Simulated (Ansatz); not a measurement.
(110) slab cut from the bulk of CoSi₂, Fm-3m (No. 225); the slab's formula is CoSi2:

```yaml
crystal:
  lattice:
    - [3.75651, 0.00000, 0.00000]
    - [0.00000, 5.31251, 0.00000]
    - [0.00000, 0.00000, 24.39128]
  atoms:
    - { symbol: Co, position: [0.50000, 0.50000, 0.30749] }
    - { symbol: Si, position: [0.00000, 0.75000, 0.30749] }
    - { symbol: Si, position: [0.00000, 0.25000, 0.30749] }
    - { symbol: Co, position: [0.00000, 0.00000, 0.38449] }
    - { symbol: Si, position: [0.50000, 0.25000, 0.38449] }
    - { symbol: Si, position: [0.50000, 0.75000, 0.38449] }
    - { symbol: Co, position: [0.50000, 0.50000, 0.46150] }
    - { symbol: Si, position: [0.00000, 0.75000, 0.46150] }
    - { symbol: Si, position: [0.00000, 0.25000, 0.46150] }
    - { symbol: Co, position: [0.00000, 0.00000, 0.53850] }
    - { symbol: Si, position: [0.50000, 0.25000, 0.53850] }
    - { symbol: Si, position: [0.50000, 0.75000, 0.53850] }
    - { symbol: Co, position: [0.50000, 0.50000, 0.61551] }
    - { symbol: Si, position: [0.00000, 0.75000, 0.61551] }
    - { symbol: Si, position: [0.00000, 0.25000, 0.61551] }
    - { symbol: Co, position: [0.00000, 0.00000, 0.69251] }
    - { symbol: Si, position: [0.50000, 0.25000, 0.69251] }
    - { symbol: Si, position: [0.50000, 0.75000, 0.69251] }
```

Level of theory: DFT PBEsol, scalar-relativistic, plane waves, PAW in Ansatz 0.2.0. Cutoff 420 eV; k points 9×7×1 on the computed 18-atom cell (Γ-centred); Gaussian smearing, width 0.10 eV; no spin polarisation. A dipole correction removes the field between periodic images along c.

Question: What forces act on the atoms?

Answer:
| atom | Fx (eV/Å) | Fy (eV/Å) | Fz (eV/Å) |
| --- | --- | --- | --- |
| Co1 | 0.000 | 0.000 | -0.099 |
| Si2 | 0.000 | 0.009 | 0.361 |
| Si3 | 0.000 | -0.009 | 0.361 |
| Co4 | 0.000 | 0.000 | 0.029 |
| Si5 | 0.000 | 0.125 | -0.314 |
| Si6 | 0.000 | -0.125 | -0.314 |
| Co7 | 0.000 | 0.000 | 0.024 |
| Si8 | 0.000 | -0.054 | 0.045 |
| Si9 | 0.000 | 0.054 | 0.045 |
| Co10 | 0.000 | 0.000 | -0.024 |
| Si11 | 0.000 | -0.054 | -0.045 |
| Si12 | 0.000 | 0.054 | -0.045 |
| Co13 | 0.000 | 0.000 | -0.029 |
| Si14 | 0.000 | 0.125 | 0.314 |
| Si15 | 0.000 | -0.125 | 0.314 |
| Co16 | 0.000 | 0.000 | 0.099 |
| Si17 | 0.000 | 0.009 | -0.361 |
| Si18 | 0.000 | -0.009 | -0.361 |

Spin polarisation was left out, and a magnetic state may lie lower.

Cost: 1 run of about 3.6 core-minutes, on Arm Neoverse V1 (shared hosts).